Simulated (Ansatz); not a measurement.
From barrier to diffusion: H in Ti

Level of theory: Ansatz, DFT PBE, scalar-relativistic, plane waves, PAW. (420 eV cutoff, 4×4×4 k-mesh, shifted by half a step, Gaussian smearing of 0.10 eV, no spin polarisation)

Host crystal, relaxed:

```
CELL_PARAMETERS angstrom
4.57954 0.00000 0.00000
-2.28977 3.96599 0.00000
0.00000 0.00000 2.83217
ATOMIC_POSITIONS crystal
Ti 0.00000 0.00000 0.00000
Ti 0.33333 0.66667 0.50000
Ti 0.66667 0.33333 0.50000
```

In a supercell of 18 host sites, interstitial H hops to an equivalent place, moving 1.07 Å. Climbing-image nudged elastic band at fixed cell; the order of the saddle wasn't checked, and the small cell leaves errors of about a tenth of an eV. Both ends share most of their nearest neighbours, so the atom only shifts within one site or cage, and diffusion needs further steps that weren't computed. Zero-point motion and tunnelling, which matter for H, are left out.

```
image path (Å) E − E(0) (eV)
    0      0.00          0.000
    1      0.19          0.019
    2      0.39          0.065
    3      0.58          0.091
    4      0.78          0.065
    5      0.97          0.020
    6      1.17          0.000
```

What are the barriers forward and back, and what attempt frequency does the shape suggest?

Forward 0.09 eV, back 0.09 eV, the ends being level. For a sinusoidal profile E_b sin²(πx/l), with the H atom alone moving, ν = (1/l)√(E_b/2m) = 2.0×10¹³ s⁻¹, within an order of magnitude of the customary 10¹³ s⁻¹; a true prefactor needs the vibrations at the minimum and at the saddle.

With ν = 10¹³ s⁻¹, give the forward jump rate along this one path, the wait 1/k for that jump, the diffusivity D ≈ l²k and the distance √(Dt) covered in an hour at 300, 600 and 1000 K, taking the host as solid throughout.

k = ν exp(−E_b/k_BT):
```tsv
T (K)	k (1/s)	wait (s)	D (cm²/s)	√(Dt) in 1 h (nm)
300	3.0×10¹¹	3.3×10⁻¹²	3.4×10⁻⁵	3.5×10⁶
600	1.7×10¹²	5.8×10⁻¹³	2.0×10⁻⁴	8.4×10⁶
1000	3.5×10¹²	2.9×10⁻¹³	4.0×10⁻⁴	1.2×10⁷
```

D = l²k holds for six equivalent jumps in three dimensions (z l²k/6) and is a scale otherwise. Long-range transport needs a connected net of such jumps, and traps slow it. D is that of an interstitial already there. An error of 0.1 eV in the barrier changes k by a factor of 48 at 300 K and 3.2 at 1000 K.

Cost: 1 run of about 24 core-minutes, on Intel Xeon 6975P-C (Granite Rapids) (shared hosts).